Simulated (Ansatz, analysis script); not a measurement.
# VCl2O monolayer: spin spirals and exchange

Does a spiral lie below the collinear start of a VCl2O monolayer, and how stiff are the moments?

Calculated with Ansatz 0.2.0; PBE with U = 3.2 eV on V d (ortho-atomic projectors), PAW set soft_1.

### 1. Starting point

The cell holds 4 atoms: 1 V, 2 Cl and 1 O. Its edges and angles: a = 3.740 Å, b = 3.503 Å, c = 18.310 Å, α = 90.0°, β = 90.0°, γ = 90.0°. It derives from VCl2O. One layer cut from the bulk crystal, 15 Å of vacuum. Vacuum lies along c.

As a file:

```cif
data_structure
_symmetry_space_group_name_H-M 'P 1'
_symmetry_Int_Tables_number 1
_cell_length_a 3.7396
_cell_length_b 3.5031
_cell_length_c 18.3097
_cell_angle_alpha 90.000
_cell_angle_beta 90.000
_cell_angle_gamma 90.000
_cell_volume 239.86
loop_
_atom_site_label
_atom_site_type_symbol
_atom_site_fract_x
_atom_site_fract_y
_atom_site_fract_z
_atom_site_occupancy
V1 V 0.06200 0.00000 0.50000 1
Cl2 Cl 0.00455 0.50000 0.40962 1
Cl3 Cl 0.00455 0.50000 0.59038 1
O4 O 0.51359 0.00000 0.50000 1
```

The parent crystal comes from the Materials Project, a database of computed structures, and the real compound may take another structure.

### 2. Starting state

First a free collinear run, to see which state the typed moments lead to.

Contents of input.yaml:

```yaml
crystal:
  lattice:
    - [3.73957, 0.0, 0.0]
    - [0.0, 3.50306, 0.0]
    - [0.0, 0.0, 18.309677]
  atoms:
    - { symbol: V, position: [0.062003, 0.0, 0.5], spin: 2.0 }
    - { symbol: Cl, position: [0.004547, 0.5, 0.409619] }
    - { symbol: Cl, position: [0.004547, 0.5, 0.590381] }
    - { symbol: O, position: [0.513588, 0.0, 0.5] }
magnetization:
  spin_polarized: true
kpoints:
  mp_grid: { grid: [5, 6, 1] }
hamiltonian:
  xc: pbe
  hubbard:
    projectors: ortho-atomic
    sites: [{ species: V, l: d, u_eff: 3.2 }]
  pseudopotentials: { kind: paw, azcp: { folder: soft_1 } }
scf:
  occupations: { method: fermi_dirac, width: 0.05 }
  max_iter: 120
  convergence: { dr2_threshold: 1.0e-08 }
output:
  write_density: true
  write_potential: true
  elf: true
  volumetric_format: npy
```

Command:

```
$ ansatz run input.yaml --threads 4 --pin off --max-ram 16384MiB --backend cpu --events-out ev --progress --plain --runs-dir out
```

Then come: q = (0, 0, 0); q = (0, -0.5, 0); q = (0, -0.25, 0); q = (0.5, -0.5, 0); q = (0.5, 0, 0); the spirals together. Settings of the main run: cutoff 420 eV, 8×8×1 k-mesh, Fermi-Dirac occupations, smearing width 0.05 eV, cone angle 30 °, directions locked on, wavevectors 7, starting moments 0.81 0 0 0 μB.

Before running: what should come out for the lowest point of the path and highest point?

No spiral that was run lies below the ferromagnetic state at q = 0, and winding the moments costs up to 1.89 meV a magnetic atom. The moments change by at most 2 % from their size at q = 0, so they are well localised. These are energies of cones, which for rigid moments are sin²θ = 0.25 times those of flat spirals.

* highest frozen magnon on the path: 30.3 meV
* lowest point of the path: q = 0
* highest point: 1.89 meV a magnetic atom

No spin model is given, since a fit of a few shells misses single points by over 4 % of their range. The 7 spiral runs took 25 min of wall time, added up. The cell was taken as built, with atoms unrelaxed.

[Logs and program files are shortened in this print: banners, set-up blocks, solver, clock and traceback lines can be left out without a mark of their own.]

[Logs are printed without paths, hosts, clocks, repeated set-up lines and the standing remarks that a program may print on its own settings, such as how far it seeks lower states.]

[Hosts, paths, dates, database ids (printed as entryN), source tags and the programs' standing remarks are cut or masked in the printed files.]
